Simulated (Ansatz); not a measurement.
Comparing deformations in Rh

These are results of DFT PBEsol, scalar-relativistic, plane waves, PAW (Ansatz), not measurements. Cutoff 420 eV, Γ-centred 24×24×14 k-points, Gaussian smearing of 0.15 eV. No spin polarisation. Energies are free energies at this smearing, counted from the undisturbed cell; pressure is positive in compression.

The undisturbed cell (relaxed at this level; with this scan's settings it stands at 0.1 GPa; this form isn't the usual structure):

```yaml
crystal:
  lattice:
    - [2.68874, 0.00000, 0.00000]
    - [-1.34437, 2.32851, 0.00000]
    - [0.00000, 0.00000, 4.32902]
  atoms:
    - { symbol: Rh, position: [0.66667, 0.33333, 0.75000] }
    - { symbol: Rh, position: [0.33333, 0.66667, 0.25000] }
```

The cell is strained by ε times a Voigt pattern (xx, yy, zz, yz, xz, xy; engineering shear) with fractional coordinates fixed. τ = (1/V0) dE/dε comes from the stress tensor. Of each scan, only the three points used here are listed.

```csv
pattern,ε,τ (GPa)
"(1, 1, 0, 0, 0, 0)",-0.0150,-21.59
"(1, 1, 0, 0, 0, 0)",0.0000,0.22
"(1, 1, 0, 0, 0, 0)",0.0150,18.60
"(0, 0, 0, 0, 1, 0)",-0.0187,-1.59
"(0, 0, 0, 0, 1, 0)",0.0000,0.00
"(0, 0, 0, 0, 1, 0)",0.0187,1.59
```

Question: Which constants do the scans give, and which deformation costs least for the same size of strain tensor?

Answer: The slope dτ/dε at zero (parabola through three points) is pᵀCp: (1, 1, 0, 0, 0, 0) gives C11 + C22 + 2 C12 = 1340 GPa; (0, 0, 0, 0, 1, 0) gives C55 = 85 GPa. The size of the strain tensor, ε:ε, is ε² times 2.0, 0.5. Per unit of it the stiffnesses are 670, 170 GPa, so (0, 0, 0, 0, 1, 0) is the softest of these: at ε:ε = (1 %)² the quadratic term costs 0.72 meV/atom against 2.83 for the stiffest. These are clamped-ion values.

Forces appear on the atoms along this scan, and letting them relax would lower the energy and soften the response. In a metal these slopes depend on the k mesh and the smearing.